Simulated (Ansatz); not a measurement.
**Cu: a trial structure relaxed**

Where does Cu go from the start given, P type (P4/mmm, No. 123)?

Program: Ansatz 0.2.0. Level of theory: DFT PBE, scalar-relativistic, plane waves, PAW. These are calculated values, not measurements.

7 further runs of the same task are left out: 7 set aside as unsound or not needed.

### 1 The starting structure

The structure is tetragonal, space group P4/mmm (No. 123). Conventional cell: a = 2.350 Å, b = 2.350 Å, c = 2.408 Å, α = 90.00°, β = 90.00°, γ = 90.00°. Around Cu (site symmetry 4/mmm) lie 6 Cu at 2.35 to 2.41 Å.

Coordinates:

```xyz
1
Lattice="2.3501 0.0000 0.0000 0.0000 2.3501 0.0000 0.0000 0.0000 2.4079" Properties=species:S:1:pos:R:3 pbc="T T T"
Cu    0.0000    0.0000    0.0000
```

This is candidate A: P type (P4/mmm, No. 123).

### 2 Quick check of gap, pressure and forces (candidate A)

File input.yaml:

```yaml
crystal:
  lattice:
    - [2.3501162509, 0.0, 0.0]
    - [0.0, 2.3501162509, 0.0]
    - [0.0, 0.0, 2.4079190363]
  atoms:
    - { symbol: Cu, position: [0.0, 0.0, 0.0] }
basis:
  ecutwfc: 420
kpoints:
  mp_grid: { grid: [8, 8, 8] }
hamiltonian:
  xc: pbe
scf:
  occupations: { method: gaussian, width: 0.1 }
  lower_state_search: "off"
output:
  forces: true
  stress: true
  eigenvalues: true
```

Log (excerpt; [...] marks lines left out):

```text
[...]
SCF converged after 6 iterations
Free energy (F): -6624.691204 eV
[...]
E sigma→0 (E₀):  -6624.689442 eV
Entropy (-TS):   -0.003525 eV (-3.525 meV/atom)
Fermi energy:    13.909599 eV
[...]
--- Forces (eV/Å), atoms counted from 1 ---
  atom   1  Cu     0.00000000     0.00000000     0.00000000
[...]
--- Stress (GPa, compression-positive) ---
        8.110791       0.000000       0.000000
        0.000000       8.110791       0.000000
        0.000000       0.000000       1.026557
  P = ⅓ Tr σ = 5.7494 GPa (57.494 kbar)
--- Band table (eV; the first three rows and the last of 75) ---
  k-point 0: bands = ["-98.0326", "-55.3417", "-55.3417", "-55.3351", "5.8615", "10.2136", "10.2966", "12.9249", "12.9249", "12.9720", "31.3151", "32.6273", "32.6273", "35.2419"]
[...]
```

Wall time 0.81 s (1 thread of an Arm CPU, shared host); peak memory 0.26 GiB.

Read-out: pressure 5.7 GPa, largest force 0.00 eV/Å, gap on this mesh none (metal). Stress or forces are large, so a loose relaxation on a coarse mesh comes first.

### 3 A loose first relaxation (candidate A)

Changes to input.yaml since step 2:

```diff
@@ -20 +20,6 @@
   eigenvalues: true
+relax:
+  adjacent_minimum: "off"
+  f_tol: 0.04
+  max_steps: 70
+  cell: { stress_tol: 0.4 }
```

Log:

```text
Warning: RAYON_NUM_THREADS=1 ignored (pool sized by the plan → 1); use --threads N
Engine: ansatz 0.2.0, aarch64-unknown-linux-gnu
Pseudopotentials: kind: paw
Pseudopotential: Cu, paw, valence charge 19, recommended cutoff 420 eV (normal), Cu.paw.azcp
Functional definition: PBE
  parameter kappa = 0.804
  parameter beta = 0.06672455060314922
  exchange = pbe_x(kappa = kappa, mu = beta*pi^2/3)
  correlation = pbe_c(beta = beta)
Crystal: 1 atoms, lattice volume = 13.299 Å³
Basis set: ecut = 420 eV, 253 PW (Γ), exchange–correlation on 32×32×36 points (8 copies of the dense FFT grid, shifted against one another)
Bands: 14, of which v1, the nominal top of the filled ones, is band 10 counted from 1 (9 counted from 0)
Symmetry: 16 space group operations
Space group: P4/mmm (ITA 123), of the structure as read, at distance tolerance 2.4e-5 Å
k-points: 75 of 512
Non-local potential: Cu, projectors of the file, l = 0: 3, l = 1: 2, l = 2: 3, l = 3: 1
PAW form: soft (Blöchl's): semilocal exchange-correlation on the pseudo side does not see the compensation charge
PAW one-centre angular grid: Cu, 590 points (default); XC on 64 Gauss nodes
Initial density: superposition of atomic densities (neutral atoms: chi_scale 0, normalization atom), corrected by the library's trained network
Initial wavefunctions: pseudopotential atomic-orbital guess
Functional: x = pbe(κ = 0.804, μ = 0.2195149727645171), c = pbe(β = 0.06672455060314922)
SCF iter   1: F=—  HF=-6624.691249 eV  |F-HF|=—  |Δ(HF+E_count)|=         —  Δρ=4.35e-3  dr2=1.54e-3  ethr=1.77e-3  ⟨swp⟩=5.4  Hψ=5269  notcnv=0
preconditioner: auto → none  [metal: Δε(μ)=0.062 eV  Ē_g=16.355 eV  σ=0.100 eV  W_gap=0.34  n_scr=6 (ndim 8)  ℏωp=33.8 eV  f_vac=0.000  D(μ)=0.69/eV (n_scr^D=6)  sad-step TF]
SCF iter   2: F=—  HF=-6624.691264 eV  |F-HF|=—  |Δ(HF+E_count)|=   1.48e-5  Δρ=2.02e-3  dr2=3.84e-4  ethr=8.12e-6  ⟨swp⟩=1.6  Hψ=1812  notcnv=0
SCF iter   3: F=—  HF=-6624.691223 eV  |F-HF|=—  |Δ(HF+E_count)|=   4.03e-5  Δρ=4.81e-4  dr2=1.97e-5  ethr=2.02e-6  ⟨swp⟩=1.1  Hψ=1031  notcnv=0
SCF iter   4: F=—  HF=-6624.691204 eV  |F-HF|=—  |Δ(HF+E_count)|=   1.94e-5  Δρ=5.09e-5  dr2=9.91e-8  ethr=1.04e-7  ⟨swp⟩=2.5  Hψ=1433  notcnv=0
iter 5 did not close the SCF: its close was put off for the readings that it lacked (scf_convergence_deferred on its scf_iter line)
SCF iter   5: F=-6624.691204 eV  HF=-6624.691204 eV  |F-HF|=9.28e-9  |Δ(HF+E_count)|=   2.67e-7  Δρ=3.92e-6  dr2=9.50e-10  ethr=5.22e-10  ⟨swp⟩=2.1  Hψ=1745  notcnv=0
SCF iter   6: F=-6624.691204 eV  HF=-6624.691204 eV  |F-HF|=9.20e-10  |Δ(HF+E_count)|=  1.18e-10  Δρ=1.70e-6  dr2=1.95e-10  ethr=5.00e-12  ⟨swp⟩=3.1  Hψ=3936  notcnv=0
SCF 1 converged in 6 iterations: F = -6624.691204 eV  dr2 = 1.95e-10
relax step   1: F+E_penalty+E_count = -6624.69120433 eV  Δ(F+E_penalty+E_count) = +0.000e0 eV  max|allowed force component| = 0.000e0 eV/Å  Δτ_max = 0.0000 Å  P = +5.749 GPa  Ω = 13.299 Å³  (6 SCF iters, dr2 threshold 1.00e-7 eV, accepted)
Crystal: 1 atoms, lattice volume = 13.587 Å³
Initial density: handed on by an earlier stage of this run
Initial wavefunctions: those handed on with the density
iter 1 solved again at ethr=2.09e-5 eV; its pass at ethr=3.10e-3 eV (dr2=3.98e-3 eV) is discarded
SCF iter   1: F=—  HF=-6624.702430 eV  |F-HF|=—  |Δ(HF+E_count)|=         —  Δρ=6.65e-3  dr2=4.01e-3  ethr=2.09e-5  ⟨swp⟩=1.1  Hψ=6841  notcnv=0
preconditioner: auto → none  [metal: Δε(μ)=0.056 eV  Ē_g=16.142 eV  σ=0.100 eV  W_gap=0.31  n_scr=6 (ndim 8)  ℏωp=33.4 eV  f_vac=0.000  D(μ)=0.70/eV (n_scr^D=6)]
SCF iter   2: F=—  HF=-6624.701627 eV  |F-HF|=—  |Δ(HF+E_count)|=   8.03e-4  Δρ=5.99e-4  dr2=3.56e-5  ethr=2.09e-5  ⟨swp⟩=2.1  Hψ=1328  notcnv=0
SCF iter   3: F=—  HF=-6624.701583 eV  |F-HF|=—  |Δ(HF+E_count)|=   4.41e-5  Δρ=4.04e-4  dr2=2.02e-5  ethr=1.87e-7  ⟨swp⟩=2.3  Hψ=1647  notcnv=0
SCF iter   4: F=—  HF=-6624.701578 eV  |F-HF|=—  |Δ(HF+E_count)|=   4.39e-6  Δρ=5.03e-5  dr2=1.08e-7  ethr=1.06e-7  ⟨swp⟩=2.2  Hψ=1447  notcnv=0
iter 5 did not close the SCF: its close was put off for the readings that it lacked (scf_convergence_deferred on its scf_iter line)
SCF iter   5: F=-6624.701579 eV  HF=-6624.701579 eV  |F-HF|=4.48e-10  |Δ(HF+E_count)|=   2.77e-7  Δρ=2.15e-6  dr2=5.70e-10  ethr=5.67e-10  ⟨swp⟩=2.0  Hψ=1757  notcnv=0
SCF iter   6: F=-6624.701579 eV  HF=-6624.701579 eV  |F-HF|=2.73e-12  |Δ(HF+E_count)|=  1.44e-10  Δρ=2.69e-7  dr2=6.48e-12  ethr=3.00e-12  ⟨swp⟩=1.5  Hψ=2893  notcnv=0
SCF 2 converged in 6 iterations: F = -6624.701579 eV  dr2 = 6.48e-12
relax step   2: F+E_penalty+E_count = -6624.70157875 eV  Δ(F+E_penalty+E_count) = -1.037e-2 eV  max|allowed force component| = 0.000e0 eV/Å  Δτ_max = 0.0000 Å  P = +3.098 GPa  Ω = 13.587 Å³  energy of the carried Pulay correction = -1.883e-4 eV  (6 SCF iters, dr2 threshold 1.00e-7 eV, accepted)
Crystal: 1 atoms, lattice volume = 13.936 Å³
Basis set: ecut = 420 eV, 257 PW (Γ), exchange–correlation on 32×32×36 points (8 copies of the dense FFT grid, shifted against one another)
iter 1 solved again at ethr=3.20e-5 eV; its pass at ethr=3.10e-3 eV (dr2=6.08e-3 eV) is discarded
SCF iter   1: F=—  HF=-6624.708121 eV  |F-HF|=—  |Δ(HF+E_count)|=         —  Δρ=8.13e-3  dr2=6.16e-3  ethr=3.20e-5  ⟨swp⟩=1.0  Hψ=6937  notcnv=0
preconditioner: auto → none  [metal: Δε(μ)=0.101 eV  Ē_g=15.840 eV  σ=0.100 eV  W_gap=0.43  n_scr=6 (ndim 8)  ℏωp=33.0 eV  f_vac=0.000  D(μ)=0.61/eV (n_scr^D=6)]
SCF iter   2: F=—  HF=-6624.706900 eV  |F-HF|=—  |Δ(HF+E_count)|=   1.22e-3  Δρ=7.41e-4  dr2=5.75e-5  ethr=3.20e-5  ⟨swp⟩=2.2  Hψ=1337  notcnv=0
SCF iter   3: F=—  HF=-6624.706833 eV  |F-HF|=—  |Δ(HF+E_count)|=   6.72e-5  Δρ=5.09e-4  dr2=3.27e-5  ethr=3.03e-7  ⟨swp⟩=2.2  Hψ=1664  notcnv=0
SCF iter   4: F=—  HF=-6624.706815 eV  |F-HF|=—  |Δ(HF+E_count)|=   1.80e-5  Δρ=5.51e-5  dr2=1.45e-7  ethr=1.72e-7  ⟨swp⟩=2.1  Hψ=1398  notcnv=0
iter 5 did not close the SCF: its close was put off for the readings that it lacked (scf_convergence_deferred on its scf_iter line)
SCF iter   5: F=-6624.706815 eV  HF=-6624.706815 eV  |F-HF|=6.48e-10  |Δ(HF+E_count)|=   3.28e-7  Δρ=2.70e-6  dr2=1.07e-9  ethr=7.65e-10  ⟨swp⟩=2.0  Hψ=1753  notcnv=0
SCF iter   6: F=-6624.706815 eV  HF=-6624.706815 eV  |F-HF|=2.73e-12  |Δ(HF+E_count)|=  2.66e-10  Δρ=3.83e-7  dr2=1.43e-11  ethr=5.65e-12  ⟨swp⟩=1.7  Hψ=2930  notcnv=0
SCF 3 converged in 6 iterations: F = -6624.706815 eV  dr2 = 1.43e-11
relax step   3: F+E_penalty+E_count = -6624.70681520 eV  Δ(F+E_penalty+E_count) = -5.236e-3 eV  max|allowed force component| = 0.000e0 eV/Å  Δτ_max = 0.0000 Å  P = +0.374 GPa  Ω = 13.936 Å³  energy of the carried Pulay correction = -4.098e-4 eV  (6 SCF iters, dr2 threshold 1.00e-7 eV, accepted)
Crystal: 1 atoms, lattice volume = 13.989 Å³
iter 1 solved again at ethr=7.84e-7 eV; its pass at ethr=3.10e-3 eV (dr2=1.49e-4 eV) is discarded
SCF iter   1: F=—  HF=-6624.706947 eV  |F-HF|=—  |Δ(HF+E_count)|=         —  Δρ=1.24e-3  dr2=1.42e-4  ethr=7.84e-7  ⟨swp⟩=2.1  Hψ=6643  notcnv=0
preconditioner: auto → none  [metal: Δε(μ)=0.100 eV  Ē_g=15.753 eV  σ=0.100 eV  W_gap=0.43  n_scr=6 (ndim 8)  ℏωp=32.9 eV  f_vac=0.000  D(μ)=0.66/eV (n_scr^D=6)]
SCF iter   2: F=—  HF=-6624.706923 eV  |F-HF|=—  |Δ(HF+E_count)|=   2.44e-5  Δρ=1.25e-4  dr2=1.60e-6  ethr=7.48e-7  ⟨swp⟩=2.2  Hψ=1366  notcnv=0
SCF iter   3: F=—  HF=-6624.706909 eV  |F-HF|=—  |Δ(HF+E_count)|=   1.33e-5  Δρ=8.26e-5  dr2=7.96e-7  ethr=8.44e-9  ⟨swp⟩=2.2  Hψ=1655  notcnv=0
iter 4 did not close the SCF: its close was put off for the readings that it lacked (scf_convergence_deferred on its scf_iter line)
SCF iter   4: F=-6624.706909 eV  HF=-6624.706909 eV  |F-HF|=4.49e-9  |Δ(HF+E_count)|=   1.77e-7  Δρ=8.65e-6  dr2=3.60e-9  ethr=4.19e-9  ⟨swp⟩=1.9  Hψ=1343  notcnv=0
iter 5 did not close the SCF: its close was put off for the readings that it lacked (scf_convergence_deferred on its scf_iter line)
SCF iter   5: F=-6624.706909 eV  HF=-6624.706909 eV  |F-HF|=0.00e0  |Δ(HF+E_count)|=   6.59e-9  Δρ=3.49e-7  dr2=1.13e-11  ethr=1.89e-11  ⟨swp⟩=2.0  Hψ=1745  notcnv=0
SCF iter   6: F=-6624.706909 eV  HF=-6624.706909 eV  |F-HF|=9.09e-13  |Δ(HF+E_count)|=  1.82e-12  Δρ=7.00e-8  dr2=3.45e-13  ethr=1.00e-12  ⟨swp⟩=1.2  Hψ=2422  notcnv=0
SCF 4 converged in 6 iterations: F = -6624.706909 eV  dr2 = 3.45e-13
relax step   4: F+E_penalty+E_count = -6624.70690923 eV  Δ(F+E_penalty+E_count) = -9.403e-5 eV  max|allowed force component| = 0.000e0 eV/Å  Δτ_max = 0.0000 Å  P = +0.001 GPa  Ω = 13.989 Å³  energy of the carried Pulay correction = -4.425e-4 eV  (6 SCF iters, dr2 threshold 1.00e-7 eV, accepted)
Basis set: ecut = 420 eV, 257 PW (Γ), exchange–correlation on 36×36×36 points (8 copies of the dense FFT grid, shifted against one another)
Initial wavefunctions: pseudopotential atomic-orbital guess (no wavefunctions were taken with the density)
iter 1 solved again at ethr=1.22e-8 eV; its pass at ethr=3.10e-3 eV (dr2=2.32e-6 eV) is discarded
SCF iter   1: F=—  HF=-6624.706791 eV  |F-HF|=—  |Δ(HF+E_count)|=         —  Δρ=8.41e-4  dr2=2.37e-6  ethr=1.22e-8  ⟨swp⟩=3.1  Hψ=8454  notcnv=0
preconditioner: auto → none  [insulator: Δε(μ)=0.728 eV  Ē_g=15.806 eV  σ=0.100 eV  W_gap=0.50  n_scr=6 (ndim 8)  ℏωp=32.9 eV  f_vac=0.000  D(μ)=0.67/eV (n_scr^D=6)  ε∞_Penn≈5.3]
SCF iter   2: F=—  HF=-6624.707172 eV  |F-HF|=—  |Δ(HF+E_count)|=   3.81e-4  Δρ=4.20e-4  dr2=5.99e-7  ethr=1.22e-8  ⟨swp⟩=1.9  Hψ=1181  notcnv=0
SCF iter   3: F=—  HF=-6624.707290 eV  |F-HF|=—  |Δ(HF+E_count)|=   1.18e-4  Δρ=3.03e-5  dr2=1.59e-8  ethr=3.15e-9  ⟨swp⟩=1.4  Hψ=1091  notcnv=0
SCF iter   4: F=—  HF=-6624.707291 eV  |F-HF|=—  |Δ(HF+E_count)|=   4.67e-7  Δρ=4.82e-6  dr2=1.07e-9  ethr=8.37e-11  ⟨swp⟩=2.0  Hψ=1433  notcnv=0
iter 5 did not close the SCF: its close was put off for the readings that it lacked (scf_convergence_deferred on its scf_iter line)
SCF iter   5: F=-6624.707291 eV  HF=-6624.707291 eV  |F-HF|=6.37e-12  |Δ(HF+E_count)|=   5.87e-9  Δρ=4.84e-7  dr2=1.51e-11  ethr=5.63e-12  ⟨swp⟩=2.7  Hψ=1507  notcnv=0
SCF iter   6: F=-6624.707291 eV  HF=-6624.707291 eV  |F-HF|=9.09e-13  |Δ(HF+E_count)|=  1.82e-12  Δρ=4.22e-8  dr2=1.02e-13  ethr=1.00e-12  ⟨swp⟩=2.2  Hψ=3138  notcnv=0
SCF 5 converged in 6 iterations: F = -6624.707291 eV  dr2 = 1.02e-13
relax step   5: F+E_penalty+E_count = -6624.70729071 eV  Δ(F+E_penalty+E_count) = -3.815e-4 eV  max|allowed force component| = 0.000e0 eV/Å  Δτ_max = 0.0000 Å  P = -0.022 GPa  Ω = 13.989 Å³  stress off target by 2.52e-2 GPa  SCF on the basis re-selected at this cell (its energy is not comparable with the rows above)  (6 SCF iters)
basis re-selected at this cell: Δ(F+E_penalty+E_count) = -3.815e-4 eV, ΔP = -0.023 GPa vs the last step (what re-selecting the basis moved, of the pressure what is left beyond the Pulay correction that the steps carried, after the strain that the cell walked since its last selection, with what the two solves' SCF thresholds leave and, on support functions, any second-order correction that the steps lacked; it is no measure of the basis error at this ecutwfc). The dense FFT grid was sized anew with the basis: this SCF ran on 18×18×18 points, the steps before it on 16×16×18, so part of this shift can come from that change (see relax.cell in the input reference). This SCF's stress stands 2.52e-2 GPa from its target on what of the cell is left free (relax.cell.stress_tol is 4.00e-1 GPa) and its largest allowed force component is 0.00e0 eV/Å (relax.f_tol is 4.00e-2 eV/Å): within both
SCF converged after 6 iterations
Free energy (F): -6624.707291 eV
Harris-Foulkes:  -6624.707291 eV  (|F-HF|=9.09e-13)
Internal energy: -6624.703911 eV  (E = F + TS)
E sigma→0 (E₀):  -6624.705601 eV
Entropy (-TS):   -0.003380 eV (-3.380 meV/atom)
Fermi energy:    12.988287 eV
--- Per-component energies (eV) ---
  E_band       = -416.965845
  E_kinetic    = 299.844721
  E_local      = -4466.681959  (includes V_loc(G=0)·N_el)
  E_nonlocal   = 392.766199
  E_hartree    = 1964.183132
  E_xc         = -88.596501
  E_vxc        = -114.259295  (∫ρ·V_xc dr)
  E_paw        = -1665.652646  (= ΣΔE_a)
  E_vpaw       = -457.002179  (= ΣTr[D̂ρ^β])
  E_aug_tail   = 0.000391  (compensation charges beyond the density's cutoff)
  E_ewald      = -3060.567249
  E_smearing   = -0.003380  (= −TS)
  E_closure    = -0.000000  (closes the sum)
  Σ components = -6624.707291   (vs F -6624.707291, Δ=0.00e0)
--- Forces (eV/Å), atoms counted from 1 ---
  atom   1  Cu     0.00000000    -0.00000000     0.00000000
  max |Σ_I F_I| component: 4.93e-32 eV/Å
--- Stress (GPa, compression-positive) ---
       -0.020368       0.000000       0.000000
        0.000000      -0.020368       0.000000
        0.000000       0.000000      -0.025184
  P = ⅓ Tr σ = -0.0220 GPa (-0.220 kbar)
--- Band table (eV; the first three rows and the last of 75) ---
  k-point 0: bands = ["-98.8617", "-56.1824", "-56.1824", "-56.1823", "5.2607", "9.5418", "9.5419", "12.0293", "12.0293", "12.0294", "30.6974", "30.6985", "30.6985", "34.1368"]
  k-point 1: bands = ["-98.8602", "-56.1988", "-56.1811", "-56.1811", "5.6807", "9.5875", "9.6966", "11.9096", "11.9096", "12.0391", "26.6740", "31.2369", "31.2369", "34.3275"]
  k-point 2: bands = ["-98.8565", "-56.2383", "-56.1780", "-56.1780", "6.8586", "9.6990", "10.1365", "11.6319", "11.6319", "12.0628", "21.7607", "32.7636", "32.7636", "34.9090"]
  k-point 74: bands = ["-98.8304", "-56.2720", "-56.2720", "-56.2719", "9.8669", "9.8670", "9.8670", "12.6093", "12.6094", "23.2048", "23.2048", "23.2050", "26.5966", "28.5443"]
--- Relaxed structure (4 steps of the walk, 4 accepted, 1 SCFs on fresh bases) ---
  F+E_penalty+E_count = -6624.70729071 eV   max|allowed force component| = 0.000e0 eV/Å   (the final SCF, on the basis selected at the relaxed cell)
  cell:  # Å, volume = 13.9893 Å³
    - [2.409511678198541, 7.163977972933007e-34, 0.0]
    - [7.163977972933007e-34, 2.409511678198541, 0.0]
    - [0.0, 0.0, 2.4095602155984075]
  atoms:
    - { symbol: Cu, position: [0.0, 0.0, 0.0] }
```

Run time: 4.6 s. Hardware: 1 thread of an Arm CPU, shared host; peak memory 0.27 GiB.

The steps of the relaxation:

| step | energy from step 1 (eV/cell) | largest force component (eV/Å) | pressure (GPa) | volume (Å³) |
| --- | --- | --- | --- | --- |
| 1 | 0.0000 | 0.0000 | 5.75 | 13.30 |
| 2 | -0.0104 | 0.0000 | 3.10 | 13.59 |
| 3 | -0.0156 | 0.0000 | 0.37 | 13.94 |
| 4 | -0.0157 | 0.0000 | 0.00 | 13.99 |
| 5 | -0.0161 | 0.0000 | -0.02 | 13.99 |

Step 1 is the start. Step 5 repeats the geometry before it on a plane-wave basis chosen anew for that cell, so its energy need not be comparable with the rows above.

|  | before | after | change |
| --- | --- | --- | --- |
| a (Å) | 2.350 | 2.410 | +2.5 % |
| b (Å) | 2.350 | 2.410 | +2.5 % |
| c (Å) | 2.408 | 2.410 | +0.1 % |
| volume (Å³/atom) | 13.30 | 13.99 | +5.2 % |
| shortest distance (Å) | 2.350 | 2.410 | +2.5 % |
| space group (0.01 Å) | P4/mmm | Pm-3m | changed |

### 4 Full relaxation (candidate A)

File input.yaml:

```yaml
crystal:
  lattice:
    - [2.4095278573, 0.0, 0.0]
    - [0.0, 2.4095278573, 0.0]
    - [0.0, 0.0, 2.4095278573]
  atoms:
    - { symbol: Cu, position: [0.0, 0.0, 0.0] }
basis:
  ecutwfc: 420
kpoints:
  mp_grid: { grid: [18, 18, 18] }
hamiltonian:
  xc: pbe
scf:
  occupations: { method: gaussian, width: 0.1 }
output:
  forces: true
  stress: true
  eigenvalues: true
relax:
  adjacent_minimum: "off"
  f_tol: 0.01
  max_steps: 80
  cell: { stress_tol: 0.05 }
```

Log (excerpt; [...] marks lines left out):

```text
Warning: RAYON_NUM_THREADS=1 ignored (pool sized by the plan → 1); use --threads N
[...]
[... 3 set-up lines as earlier in the session ...]
[...]
Crystal: 1 atoms, lattice volume = 13.989 Å³
Basis set: ecut = 420 eV, 257 PW (Γ), exchange–correlation on 36×36×36 points (8 copies of the dense FFT grid, shifted against one another)
Bands: 14, of which v1, the nominal top of the filled ones, is band 10 counted from 1 (9 counted from 0)
Symmetry: 48 space group operations
Space group: Pm-3m (ITA 221), of the structure as read, at distance tolerance 2.4e-5 Å
k-points: 220 of 5832
[...]
SCF iter   1: F=—  HF=-6624.705235 eV  |F-HF|=—  |Δ(HF+E_count)|=         —  Δρ=2.38e-3  dr2=4.63e-4  ethr=1.77e-3  ⟨swp⟩=5.5  Hψ=15427  notcnv=0
[...]
--- Forces (eV/Å), atoms counted from 1 ---
  atom   1  Cu    -0.00000000    -0.00000000    -0.00000000
[...]
--- Stress (GPa, compression-positive) ---
        0.004285      -0.000000       0.000000
       -0.000000       0.004285      -0.000000
        0.000000       0.000000       0.004285
  P = ⅓ Tr σ = 0.0043 GPa (0.043 kbar)
--- Band table (eV; the first three rows and the last of 220) ---
  k-point 0: bands = ["-98.8232", "-56.1422", "-56.1422", "-56.1422", "5.3027", "9.5774", "9.5774", "12.0771", "12.0771", "12.0771", "30.8059", "30.8059", "30.8059", "34.2471"]
[...]
--- Relaxed structure (3 steps of the walk, 3 accepted, 1 SCFs on fresh bases) ---
  F+E_penalty+E_count = -6624.70546024 eV   max|allowed force component| = 0.000e0 eV/Å   (the final SCF, on the basis selected at the relaxed cell)
  cell:  # Å, volume = 13.9357 Å³
    - [2.4064488866575533, 1.5246945393065618e-33, -5.055566104016494e-34]
    - [1.5246945393065618e-33, 2.4064488866575533, 8.024708101613484e-36]
    - [-5.055566104016494e-34, 8.024708101613484e-36, 2.4064488866575533]
  atoms:
    - { symbol: Cu, position: [0.0, 0.0, 0.0] }
```

It took 10 s on 1 thread of an Arm CPU, shared host; peak memory 0.32 GiB.

The steps of the relaxation:

```
step  E - E(step 1) (eV/cell)  largest force component (eV/Å)  pressure (GPa)  volume (Å³)
   1                   0.0000                          0.0000           -0.39        13.99
   2                  -0.0001                          0.0000           -0.21        13.96
   3                  -0.0001                          0.0000            0.00        13.94
   4                  -0.0001                          0.0000            0.00        13.94
```

Step 1 is the start. Step 4 repeats the geometry before it on a plane-wave basis chosen anew for that cell, so its energy need not be comparable with the rows above.

|  | before | after | change |
| --- | --- | --- | --- |
| a (Å) | 2.410 | 2.406 | -0.1 % |
| b (Å) | 2.410 | 2.406 | -0.1 % |
| c (Å) | 2.410 | 2.406 | -0.1 % |
| volume (Å³/atom) | 13.99 | 13.94 | -0.4 % |
| shortest distance (Å) | 2.410 | 2.406 | -0.1 % |
| space group (0.01 Å) | Pm-3m | Pm-3m | same |

The run keeps the 48 symmetry operations of the start, so it could not have lowered the symmetry.

### 5 Ranking

Rows marked E are candidates relaxed earlier by the same steps.

| candidate | start | space group at the end | atoms | volume (Å³/atom) | energy above the lowest (meV/atom) | gap on the mesh (eV) |
| --- | --- | --- | --- | --- | --- | --- |
| E2 | Ba type (Cmmm, No. 65) | P6/mmm | 1 | 13.01 | 0.0 | 0.00 |
| E1 | simple hexagonal type (P6/mmm, No. 191) | P6/mmm | 1 | 13.01 | 0.0 | 0.00 |
| A | P type (P4/mmm, No. 123) | Pm-3m | 1 | 13.94 | 204.5 | 0.00 |

**Reading.** E2 and E1 end within 0.1 meV/atom of each other in the same space group, most likely the same structure. The ranking holds among these candidates alone. Candidate A ended in another space group than at the start: P4/mmm to Pm-3m.
